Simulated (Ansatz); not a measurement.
# Ab initio dynamics of molten KCl (104 atoms), part 3 of 3

Wanted: pair distributions and atomic motion in KCl (104 atoms) at high temperature.

Ansatz 0.2.0; Kohn-Sham DFT, PBE+D3(BJ), PAW (set soft_2), plane waves.

The cell: 52 K and 52 Cl. Sampling is at Γ alone, for a cell whose shortest periodic width is 16 Å.

So far. Step 3 (Brought to 1150 K): Over the second half of 740 fs the temperature averages 1093 K with swings of 68 K r.m.s. From first frame to last Cl has the largest mean square displacement, 2.0 Å² at the end; the farthest move is 3.61 Å. The run spans 0.74 ps, too short for its means to be equilibrium values. Step 4 (Liquid at 1150 K): Over the second half of 3740 fs the temperature averages 1134 K with swings of 69 K r.m.s. The conserved energy stays within 0.069 meV/atom, peak to peak.

### 6. Single point at the last frame

The last frame is solved once more, with the analyses that the dynamics left out.

Input file input.yaml:

```yaml
crystal:
  lattice:
    - [16.3778, 0.0, 0.0]
    - [0.0, 16.3778, 0.0]
    - [0.0, 0.0, 16.3778]
  atoms:
    - { symbol: K, position: [0.49315, 0.42571, 0.82235] }
    - { symbol: K, position: [0.32969, 0.22093, 0.98974] }
    - { symbol: K, position: [0.5076, 0.3887, 0.26653] }
    - { symbol: K, position: [0.81431, 0.84044, 0.92735] }
    - { symbol: K, position: [0.33652, 0.0912, 0.25224] }
    - { symbol: K, position: [0.017, 0.58566, 0.84433] }
    - { symbol: K, position: [0.80552, 0.58764, 0.70483] }
    - { symbol: K, position: [0.31247, 0.64243, 0.04592] }
    - { symbol: K, position: [0.56382, 0.78963, 0.05379] }
    - { symbol: K, position: [0.07698, 0.97118, 0.07543] }
    - { symbol: K, position: [0.29696, 0.68711, 0.67318] }
    - { symbol: K, position: [0.74372, 0.52724, 0.3898] }
    - { symbol: K, position: [0.92526, 0.4757, 0.54673] }
    - { symbol: K, position: [0.02195, 0.48701, 0.26082] }
    - { symbol: K, position: [0.32666, 0.92641, 0.11886] }
    - { symbol: K, position: [0.83208, 0.03999, 0.19904] }
    - { symbol: K, position: [0.00159, 0.28337, 0.07874] }
    - { symbol: K, position: [0.14984, 0.10272, 0.8876] }
    - { symbol: K, position: [0.13894, 0.77032, 0.3483] }
    - { symbol: K, position: [0.81853, 0.46714, 0.04297] }
    - { symbol: K, position: [0.51548, 0.68434, 0.84879] }
    - { symbol: K, position: [0.58588, 0.72119, 0.53983] }
    - { symbol: K, position: [0.0233, 0.69617, 0.63685] }
    - { symbol: K, position: [0.60234, 0.11368, 0.73369] }
    - { symbol: K, position: [0.16298, 0.95692, 0.66266] }
    - { symbol: K, position: [0.87945, 0.75685, 0.43729] }
    - { symbol: K, position: [0.87184, 0.04956, 0.82832] }
    - { symbol: K, position: [0.62566, 0.86127, 0.29139] }
    - { symbol: K, position: [0.39452, 0.99912, 0.55468] }
    - { symbol: K, position: [0.04347, 0.6882, 0.08305] }
    - { symbol: K, position: [0.77382, 0.34262, 0.68141] }
    - { symbol: K, position: [0.04329, 0.97043, 0.43365] }
    - { symbol: K, position: [0.16887, 0.28645, 0.55502] }
    - { symbol: K, position: [0.77845, 0.34013, 0.2898] }
    - { symbol: K, position: [0.429, 0.97492, 0.86112] }
    - { symbol: K, position: [0.42882, 0.64501, 0.31491] }
    - { symbol: K, position: [0.40919, 0.26547, 0.6157] }
    - { symbol: K, position: [0.69811, 0.01396, 0.47348] }
    - { symbol: K, position: [0.94093, 0.22312, 0.39273] }
    - { symbol: K, position: [0.58142, 0.37356, 0.0507] }
    - { symbol: K, position: [0.68104, 0.17204, 0.96794] }
    - { symbol: K, position: [0.63557, 0.2573, 0.49813] }
    - { symbol: K, position: [0.98258, 0.28927, 0.8073] }
    - { symbol: K, position: [0.93966, 0.09939, 0.59903] }
    - { symbol: K, position: [0.51665, 0.51747, 0.60238] }
    - { symbol: K, position: [0.21468, 0.49593, 0.5422] }
    - { symbol: K, position: [0.26524, 0.46985, 0.8929] }
    - { symbol: K, position: [0.78818, 0.69741, 0.22333] }
    - { symbol: K, position: [0.72806, 0.90748, 0.65329] }
    - { symbol: K, position: [0.16495, 0.17895, 0.32826] }
    - { symbol: K, position: [0.21835, 0.84279, 0.91569] }
    - { symbol: K, position: [0.30703, 0.36295, 0.30363] }
    - { symbol: Cl, position: [0.96418, 0.39072, 0.93753] }
    - { symbol: Cl, position: [0.5212, 0.85563, 0.6499] }
    - { symbol: Cl, position: [0.19057, 0.53815, 0.16561] }
    - { symbol: Cl, position: [0.36995, 0.5688, 0.83716] }
    - { symbol: Cl, position: [0.13751, 0.01933, 0.2498] }
    - { symbol: Cl, position: [0.19012, 0.8219, 0.11513] }
    - { symbol: Cl, position: [0.87965, 0.05671, 0.37297] }
    - { symbol: Cl, position: [0.72188, 0.77324, 0.46996] }
    - { symbol: Cl, position: [0.21515, 0.30057, 0.89803] }
    - { symbol: Cl, position: [0.96285, 0.90278, 0.5959] }
    - { symbol: Cl, position: [0.62411, 0.03685, 0.30901] }
    - { symbol: Cl, position: [0.51969, 0.26251, 0.93601] }
    - { symbol: Cl, position: [0.45263, 0.56361, 0.13573] }
    - { symbol: Cl, position: [0.87299, 0.66503, 0.99551] }
    - { symbol: Cl, position: [0.16966, 0.14941, 0.05653] }
    - { symbol: Cl, position: [0.30703, 0.07553, 0.68819] }
    - { symbol: Cl, position: [0.90151, 0.58381, 0.34386] }
    - { symbol: Cl, position: [0.18612, 0.63532, 0.92908] }
    - { symbol: Cl, position: [0.72549, 0.86415, 0.09977] }
    - { symbol: Cl, position: [0.31534, 0.04447, 0.97133] }
    - { symbol: Cl, position: [0.71061, 0.46886, 0.18139] }
    - { symbol: Cl, position: [0.07211, 0.39584, 0.44818] }
    - { symbol: Cl, position: [0.38913, 0.23087, 0.17566] }
    - { symbol: Cl, position: [0.68155, 0.96751, 0.86372] }
    - { symbol: Cl, position: [0.34639, 0.50534, 0.42588] }
    - { symbol: Cl, position: [0.05142, 0.30121, 0.26562] }
    [... 20 atom lines left out ...]
    - { symbol: Cl, position: [0.34567, 0.42545, 0.64343] }
    - { symbol: Cl, position: [0.76078, 0.10101, 0.64914] }
    - { symbol: Cl, position: [0.031, 0.1161, 0.74313] }
    - { symbol: Cl, position: [0.7713, 0.2752, 0.13882] }
    - { symbol: Cl, position: [0.93736, 0.46183, 0.71358] }
    - { symbol: Cl, position: [0.09776, 0.13438, 0.49572] }
kpoints:
  mp_grid: { grid: [1, 1, 1] }
hamiltonian:
  xc: pbe
  dispersion: d3bj
scf:
  occupations: { method: fermi_dirac, width: 0.099 }
output:
  forces: true
  stress: true
  populations: true
  dos:
    method: { smearing: { sigma: 0.08 } }
    de: 0.1
    projected: { site_lists: { Cl: [Cl], K: [K] } }
  eigenvalues: true
  write_density: true
  write_potential: true
  volumetric_format: npy
  elf: true
```

The run is started by

```sh
$ ansatz run input.yaml --threads 32 --pin off --max-ram 143360MiB --backend cuda --events-out ev --progress --plain --runs-dir out
```

Numbers of over 12 decimals in the logs are rounded to 6 here.

The log of the run:

```text
[...]
GPU FFT provider: cuFFT
GPU libraries: cuBLAS 13.8.1, cuFFT 12.4.0, cuSOLVER 12.3.2
[...]
Crystal: 104 atoms, lattice volume = 4393.056 Å³
Basis set: ecut = 420 eV, 85735 PW (Γ), exchange–correlation on 240×240×240 points (8 copies of the dense FFT grid, shifted against one another)
Bands: 520, of which v1, the nominal top of the filled ones, is band 416 counted from 1 (415 counted from 0)
Symmetry: 1 space group operations
[...]
k-points: 1
[...]
GPU buffer pool allocated for 1728000 grid points (all kernels)
[...]
SCF iter   1: F=—  HF=-136288.638674 eV  |F-HF|=—  |Δ(HF+E_count)|=         —  Δρ=8.44e-4  dr2=1.20e-1  ethr=1.77e-3  ⟨swp⟩=9.0  Hψ=2324  notcnv=0  defer=29
[...]
SCF iter   8: F=-136288.624104 eV  HF=-136288.624104 eV  |F-HF|=3.20e-10  |Δ(HF+E_count)|=   3.64e-8  Δρ=3.44e-7  dr2=9.16e-9  ethr=1.20e-11  ⟨swp⟩=23.0  Hψ=5363  notcnv=0
SCF 1 converged in 8 iterations: F = -136288.624104 eV  dr2 = 9.16e-9
[...]
WARN: The input density's exchange-correlation potential varies sharply where the density is thin. Do not read a vacuum level from v_tot or v_xc, or from such a field of the output density. On a cell that repeats whose density bears no net charge and no dipole along the vacuum's axis use v_es (v_loc + v_h of the components); [...]
SCF converged after 8 iterations
Free energy (F): -136288.624104 eV
[...]
Internal energy: -136288.624091 eV  (E = F + TS)
E sigma→0 (E₀):  -136288.624097 eV
Entropy (-TS):   -0.000013 eV (-0.000 meV/atom)
Fermi energy:    1.828064 eV
[...]
--- Forces (eV/Å), atoms counted from 1 ---
[... 104 lines of forces left out ...]
  max |Σ_I F_I| component: 1.79e-5 eV/Å
--- Stress (GPa, compression-positive) ---
       -0.581933       0.116386      -0.154178
        0.116386      -0.761038       0.080742
       -0.154178       0.080742      -0.282130
  P = ⅓ Tr σ = -0.5417 GPa (-5.417 kbar)
--- Band table (eV) ---
[... left out ...]
--- Löwdin populations: 104 sites ---
  site symbol       q [e]
[... 104 lines, one an atom, left out ...]
  spilling = 0.004019 (of n_electrons = 832.000000)
```

Wall time 3.2 s (1 × NVIDIA GB200 with 32 threads of Arm Neoverse V2, shared host); peak memory 1.7 GiB; 11 s of CPU time.

That memory is the host's; the program planned up to 8.5 GiB on the GPU.

The program notes that the exchange-correlation potential is rough where the density is thin.

Numbers from this run:

- free energy: -136288.6241 eV
- free energy per atom: -1310.4675 eV/atom
- SCF cycles: 8
- pressure: -0.5417 GPa
- r.m.s. force component: 0.4084 eV/Å
- longest force: 1.99 eV/Å
- Fermi energy: 1.828 eV
- gap (highest filled to lowest empty level): 2.617 eV
- spilling of the projection: 0.004019

Length of the force by element:

```tsv
element	coordination	atoms	mean length of the force (eV/Å)	spread	least	most
Cl	all	52	0.643	0.316	0.207	1.99
K	all	52	0.608	0.343	0.137	1.75
```

Löwdin charges by element (they lack the spilled electrons, 0.032 e an atom on average):

```tsv
element	coordination	atoms	mean charge (e)	spread	least	most
Cl	all	52	-0.736	0.0091	-0.76	-0.718
K	all	52	0.800	0.0137	0.776	0.843
```

States in the cell by windows of 1 eV, zero at the Fermi level; some projections on atomic orbitals stand beside the total:

```tsv
from (eV)	to (eV)	total	Cl p	K s
-10	-5	0.0	0.0	0.0
-5	-4	0.6	0.6	0.0
-4	-3	128.9	122.8	3.8
-3	-2	152.6	147.8	2.5
-2	-1	29.8	29.1	0.4
-1	1	0.0	0.0	0.0
1	2	6.1	0.3	4.8
2	3	25.9	1.7	18.8
3	4	53.7	1.9	25.1
```

The curve was stored every 0.100 eV, coarse against its broadening of 0.08 eV, so these counts are rough.

Between -26 and -10 eV lie 416 more states.

The stored curve holds about 728 of the 832 electrons; the rest, give or take the few that broadening carries across the Fermi level, lie in deeper levels below its range.

Not all projections were asked for or kept, so they needn't add up to the total.

The levels nearest the highest filled one (over half full), pooled over k-points and spins:

```tsv
level less the highest filled one (eV)	occupation
-0.343	2
-0.332	2
-0.321	2
-0.228	2
-0.124	2
0	2
2.62	0
3.09	0
3.24	0
3.48	0
3.48	0
3.53	0
```

Mean Löwdin charges: Cl -0.74, K +0.80 e (they miss 0.40 % of the electrons, so they add up to more than the cell's charge). The largest share in the top eV of filled states is Cl p (98 % of the projected weight), and in the lowest eV of empty states K s (86 % of the projected weight).

Local excerpt of 13 atoms (numbers count through the whole input) about K5, whose charge lies farthest from its element's mean; x, y, z are measured from there.

```tsv
atom	x	y	z	distance (Å)	bonds	Löwdin charge (e)	Fx	Fy	Fz (eV/Å)
K5	0.00	0.00	0.00	0.00	3	0.84	-0.05	-0.21	0.24
Cl75	0.86	2.29	-1.25	2.75	4	-0.74	0.23	0.78	0.12
K50	-2.81	1.44	1.25	3.39	4	0.79	-0.19	0.00	0.06
Cl57	-3.26	-1.18	-0.04	3.47	4	-0.74	0.33	-0.15	0.31
K15	-0.16	-2.70	-2.18	3.48	4	0.80	0.36	-0.27	-0.26
Cl84	-0.24	2.17	2.92	3.65	5	-0.73	-0.17	-0.03	-0.15
Cl67	-2.73	0.95	-3.21	4.32	4	-0.74	-0.76	0.08	0.57
K52	-0.48	4.45	0.84	4.56	3	0.81	-0.38	0.30	-0.02
Cl72	-0.35	-0.77	-4.60	4.68	5	-0.73	0.08	-0.62	0.05
K2	-0.11	2.12	-4.30	4.80	5	0.79	0.51	-0.09	0.50
Cl63	4.71	-0.89	0.93	4.88	3	-0.76	0.06	0.15	0.27
Cl93	2.07	-4.50	-0.85	5.02	4	-0.74	-0.15	0.24	0.45
K29	0.95	-1.51	4.95	5.26	5	0.81	0.07	-0.30	0.37
```

The column of bonds counts only the pairs Cl-K within 4.06 Å; other neighbours, such as metal atoms beside each other in a compound, aren't counted, and periodic images can show an atom twice.

### 7. Functional HSE06+D3(BJ)

HSE06 mixes in a quarter of exact exchange at short range, which counters self-interaction, at a higher cost. Besides, the parameters of the dispersion term change with the functional.

This step: Kohn-Sham DFT, HSE06+D3(BJ), PAW (set soft_2), plane waves (Ansatz 0.2.0).

Edit input.yaml of step 6 so:

```diff
@@ -10,3 +10,3 @@
 hamiltonian:
-  xc: pbe
+  xc: hse06
   dispersion: d3bj
@@ -23,5 +23 @@
   eigenvalues: true
-  write_density: true
-  write_potential: true
-  volumetric_format: npy
-  elf: true
```

The log of the run:

```text
[...]
Warning: output.stress: scf.exx.energy_threshold = 1e-6 eV is looser than the 1.6e-7 eV advised for a stress under a hybrid functional (1e-8 eV for each atom of the cell: 104, of which 16 are counted). Every SCF of the exchange loop can meet its threshold on dr2 while the loop round them stops early: [...]
[...]
Crystal: 104 atoms, lattice volume = 4393.056 Å³
Basis set: ecut = 420 eV, 85735 PW (Γ), exchange–correlation on 240×240×240 points (8 copies of the dense FFT grid, shifted against one another)
Bands: 520, of which v1, the nominal top of the filled ones, is band 416 counted from 1 (415 counted from 0)
Symmetry: 1 space group operations
[...]
k-points: 1
[...]
SCF iter   1: F=—  HF=-136293.421818 eV  |F-HF|=—  |Δ(HF+E_count)|=         —  Δρ=1.08e-3  dr2=1.45e-1  ethr=1.77e-3  ⟨swp⟩=18.0  Hψ=3425  notcnv=0  reapply=1
[...]
SCF iter   2: F=—  HF=-136293.466903 eV  |F-HF|=—  |Δ(HF+E_count)|=   4.51e-2  Δρ=5.86e-4  dr2=2.03e-2  ethr=1.75e-5  ⟨swp⟩=7.0  Hψ=1758  notcnv=0  defer=5
[...]
SCF iter   4: F=-136293.466496 eV  HF=-136293.466505 eV  |F-HF|=9.28e-6  |Δ(HF+E_count)|=   1.56e-3  Δρ=7.52e-5  dr2=3.27e-4  ethr=2.86e-7  ⟨swp⟩=5.0  Hψ=1301  notcnv=0  defer=3
SCF 1 stopped early in 4 iterations: F = -136293.466496 eV  dr2 = 3.27e-4
[...]
Exchange kernel: α = 0.2500, screened, ω = 0.2079 Å⁻¹, Wigner–Seitz truncation, v(0) = 1036.7958 eV·Å³, q-mesh 1×1×1, nearest image of the exchange supercell L = 16.38 Å, pair-density grid 72×72×72, without the augmentation charges, whose exchange is taken in its separable form (sized by the pseudopotential files, 120×120×120 at the most)
Frozen-core exchange: fock
SCF iter   1: F=—  HF=-136378.821818 eV  |F-HF|=—  |Δ(HF+E_count)|=         —  Δρ=2.33e-3  dr2=2.68e-1  ethr=3.93e-7  ⟨swp⟩=19.0  Hψ=4017  notcnv=0  reapply=1
[...]
SCF iter   2: F=—  HF=-136378.734012 eV  |F-HF|=—  |Δ(HF+E_count)|=   8.78e-2  Δρ=1.13e-3  dr2=4.17e-2  ethr=3.93e-7  ⟨swp⟩=5.0  Hψ=1571  notcnv=0
[...]
SCF iter   6: F=-136378.821888 eV  HF=-136378.821890 eV  |F-HF|=1.77e-6  |Δ(HF+E_count)|=   3.07e-5  Δρ=1.06e-5  dr2=5.69e-6  ethr=1.22e-8  ⟨swp⟩=7.0  Hψ=1185  notcnv=0  defer=4
SCF 2 stopped early in 6 iterations: F = -136378.821888 eV  dr2 = 5.69e-6
  Residual-converged pass: ⟨swp⟩=4.0  Hψ=1450  notcnv=0  max |occ|·‖R‖ = 5.5e-6 eV (tolerance 6.7e-6 eV)  dr2=5.88e-6  dr2_onsite=1.68e-7  max |Δocc| = 3.0e-14
[...]
hybrid outer 1: dexx = +1.116e-1 eV, tail = 6.63e-5 eV
[...]
Frozen-core exchange: fock
SCF iter   1: F=—  HF=-136378.822629 eV  |F-HF|=—  |Δ(HF+E_count)|=         —  Δρ=1.40e-5  dr2=2.14e-6  ethr=3.98e-8  ⟨swp⟩=20.0  Hψ=2326  notcnv=3  reapply=1
[...]
SCF iter   2: F=—  HF=-136378.822629 eV  |F-HF|=—  |Δ(HF+E_count)|=   9.72e-8  Δρ=6.83e-6  dr2=5.62e-7  ethr=2.38e-10  ⟨swp⟩=4.0  Hψ=1437  notcnv=0
[...]
SCF iter   5: F=-136378.822629 eV  HF=-136378.822629 eV  |F-HF|=5.24e-10  |Δ(HF+E_count)|=   4.95e-9  Δρ=1.25e-7  dr2=1.46e-9  ethr=3.89e-12 (applied; sched 1.84e-12)  ⟨swp⟩=4.0  Hψ=1059  notcnv=0  defer=7
SCF 3 converged in 5 iterations: F = -136378.822629 eV  dr2 = 1.46e-9
[...]
hybrid outer 2: dexx = +9.937e-7 eV, tail = 2.01e-8 eV, Δε = 1.24e-3 eV (about 2.27e-5 eV left of the loop's levels), ΔF = 1.72e-3 eV/Å (tail 1.52e-4)
hybrid SCF converged: 2 outer / 11 inner (+4 warm-up), last move |dexx| = 9.94e-7 eV, tail = 2.01e-8 eV
Stability not checked: this state was not tested for a lower state beside it, because the functional holds exact exchange (a hybrid, or Hartree-Fock), whose exchange loop this test does not read (fock_operator; see scf.lower_state_search)
Free energy (F): -136378.822630 eV
Frozen-core exchange: fock
[...]
Internal energy: -136378.822630 eV  (E = F + TS)
E sigma→0 (E₀):  -136378.822630 eV
Entropy (-TS):   -0.000000 eV (-0.000 meV/atom)
Fermi energy:    1.511036 eV
[...]
Σ components = -136378.822630   (vs F -136378.822630, Δ=2.91e-11)
--- Forces (eV/Å), atoms counted from 1 ---
[... 104 lines of forces left out ...]
  max |Σ_I F_I| component: 5.08e-5 eV/Å
--- Stress (GPa, compression-positive) ---
       -0.894891       0.123462      -0.157495
        0.123462      -1.066757       0.082117
       -0.157495       0.082117      -0.594582
  P = ⅓ Tr σ = -0.8521 GPa (-8.521 kbar)
--- Band table (eV) ---
[... left out ...]
--- Löwdin populations: 104 sites ---
  site symbol       q [e]
[... 104 lines, one an atom, left out ...]
  spilling = 0.003612 (of n_electrons = 832.000000)
```

The job ended after 33 s (1 × NVIDIA GB200 with 32 threads; peak memory 15 GiB).

That memory is the host's.

The program notes that the exchange threshold is loose for the stress.

Geometry and reference: those of the single point at the last frame.

Forces differ from those of the single point at the last frame by 14 meV/Å r.m.s., 3.4 % of their size; the pressure by -0.31 GPa and the gap by +1.1 eV.

Read from the output:

| Quantity | Value |
| --- | --- |
| free energy | -136378.8226 eV |
| free energy per atom | -1311.3348 eV/atom |
| SCF cycles | 15 |
| pressure | -0.8521 GPa |
| r.m.s. force component | 0.4145 eV/Å |
| longest force | 2.023 eV/Å |
| Fermi energy | 1.511 eV |
| gap (highest filled to lowest empty level) | 3.764 eV |
| spilling of the projection | 0.003612 |

Length of the force by element and coordination:

```tsv
element	coordination	atoms	mean length of the force (eV/Å)	spread	least	most
Cl	all	52	0.656	0.319	0.185	2.02
Cl	3	4	0.65	0.239	0.332	0.882
Cl	4	17	0.64	0.166	0.437	0.978
Cl	5	25	0.678	0.425	0.185	2.02
Cl	6	6	0.611	0.097	0.471	0.696
K	all	52	0.615	0.348	0.13	1.77
K	3	5	0.674	0.564	0.221	1.77
K	4	18	0.664	0.306	0.214	1.39
K	5	20	0.586	0.345	0.13	1.36
K	6	9	0.546	0.241	0.239	1.03
```

Löwdin charges by element and coordination (they lack the spilled electrons, 0.029 e an atom on average):

```tsv
element	coordination	atoms	mean charge (e)	spread	least	most
Cl	all	52	-0.756	0.0095	-0.780	-0.738
Cl	3	4	-0.771	0.0109	-0.780	-0.752
Cl	4	17	-0.762	-	-0.772	-0.751
Cl	5	25	-0.752	-	-0.766	-0.739
Cl	6	6	-0.745	-	-0.751	-0.738
K	all	52	0.814	0.0142	0.790	0.857
K	3	5	0.835	0.0117	0.823	0.857
K	4	18	0.820	0.0104	0.801	0.842
K	5	20	0.809	0.0104	0.790	0.831
K	6	9	0.799	-	0.790	0.814
```

Density of states as counts of states in windows of 1 eV (from the Fermi level), total and some projections:

```tsv
from (eV)	to (eV)	total	Cl p	K s
-14	-13	2.6	0.0	0.0
-13	-5	0.0	0.0	0.0
-5	-4	59.4	56.5	1.9
-4	-3	163.5	158.0	3.1
-3	-2	85.8	84.0	0.9
-2	-1	2.9	2.9	0.0
-1	1	0.0	0.0	0.0
1	2	2.0	0.0	1.6
2	3	13.0	0.7	9.9
3	4	29.3	1.5	19.7
4	5	61.1	1.5	23.8
```

The curve was stored every 0.100 eV, coarse against its broadening of 0.08 eV, so these counts are rough.

Between -26 and -14 eV lie 413 more states.

The stored curve holds about 728 of the 832 electrons; the rest, give or take the few that broadening carries across the Fermi level, lie in deeper levels below its range.

Not all projections were asked for or kept, so they needn't add up to the total.

The levels nearest the highest filled one (over half full), pooled over k-points and spins:

```tsv
level less the highest filled one (eV)	occupation
-0.350	2
-0.341	2
-0.329	2
-0.225	2
-0.101	2
0	2
3.76	0
4.22	0
4.41	0
4.63	0
4.65	0
4.70	0
```

### 8. Outcome

| Item | Value |
| --- | --- |
| mean temperature, second half (liquid at 1150 K) | 1134 K |
| temperature swing, second half (liquid at 1150 K) | 69.42 K |
| mean pressure, second half (liquid at 1150 K) | -0.0758 GPa |
| slope of the conserved energy against time, by least squares (liquid at 1150 K) | -0.0026 meV/atom/ps |
| free energy per atom | -1310.4675 eV/atom |
| pressure | -0.5417 GPa |
| r.m.s. force component | 0.4084 eV/Å |
| gap (highest filled to lowest empty level) | 2.617 eV |
| wall time of the 5 DFT runs | 21 min |

**Reading.** Liquid at 1150 K: by the end of the lags followed (1.87 ps), the least mobile element has a mean square displacement of 9.9 Å², still rising in step with time, as in a fluid. Liquid at 1150 K: the slope of the later half of the mean square displacement gives diffusion coefficients of about 1.0e-4 cm²/s (Cl) and 7.4e-5 cm²/s (K); over so short a run these are rough. The highest filled and lowest empty levels differ by 2.62 eV (at Γ alone); a semilocal functional tends to put such gaps too low. In a disordered cell it changes from sample to sample and from frame to frame. HSE06 at the same geometry puts the gap at 3.76 eV, a change of +1.15 eV.

Caveats: The pressure of a single frame lacks the kinetic term, about 0.37 GPa here.

[Logs are printed without paths, hosts, clocks, repeated set-up lines and the standing remarks that a program may print on its own settings, such as how far it seeks lower states.]

[Hosts, paths, dates, database ids (printed as entryN), source tags and the programs' standing remarks are cut or masked in the printed files.]
